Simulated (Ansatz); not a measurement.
Relaxed-ion elastic tensor of ZrO$_{2}$ in space group P4_2/nmc (No. 137; Zr on 2a, O on 4d) in GPa (Voigt order), plane-wave PAW r²SCAN (Ansatz code); density 6.04 g/cm³, 11.30 Å³ per atom.

```csv
,1,2,3,4,5,6
1,375,228,63.0,0.0,0.0,0.0
2,228,375,63.0,0.0,0.0,0.0
3,63.0,63.0,298,0.0,0.0,0.0
4,0.0,0.0,0.0,27.3,0.0,0.0
5,0.0,0.0,0.0,0.0,27.3,0.0
6,0.0,0.0,0.0,0.0,0.0,171
```

### Question
Is the crystal mechanically stable?

### Answer
Yes: the smallest eigenvalue of C is 27.3 GPa.

### Question
Work out the Voigt, Reuss and Hill averages.

### Answer
K_V = 195, K_R = 181, K_H = 188; G_V = 91.4, G_R = 50.2, G_H = 70.8 GPa.

### Question
Give Young's modulus, Poisson's ratio, Pugh's ratio and the universal anisotropy index.

### Answer
E = 9KG/(3K + G) = 189 GPa; ν = 0.33; K/G = 2.66 (ductile by the Pugh limit of 1.75); A_U = 5G_V/G_R + K_V/K_R − 6 = 4.18.

### Question
Estimate the sound speeds and the Debye temperature.

### Answer
v_l = √((K + 4G/3)/ρ) = 6840 m/s, v_t = √(G/ρ) = 3430 m/s, mean 3840 m/s; Θ = (h/k)(3n/4πV)^(1/3) v_m = 510 K.

### Question
Solve the Christoffel equation for the three sound speeds along x, y, z.

### Answer
Eigenvalues of C_ijkl n_j n_l equal ρv². In km/s, slowest first: x 2.13, 5.32, 7.88; y 2.13, 5.32, 7.88; z 2.13, 2.13, 7.03.

### Question
How much does each axis shrink under pressure?

### Answer
Linear compressibilities β_i = Σ_j S_ij (j = 1 to 3): x 1.4, y 1.4, z 2.8 per TPa.

This is a known high-temperature phase of the composition, computed here at zero pressure and temperature. Symmetry was held in the r²SCAN relaxation; phonons on a q-mesh show no instability. The run is not spin-polarised.

Potentials: the later of the program's two PAW sets.
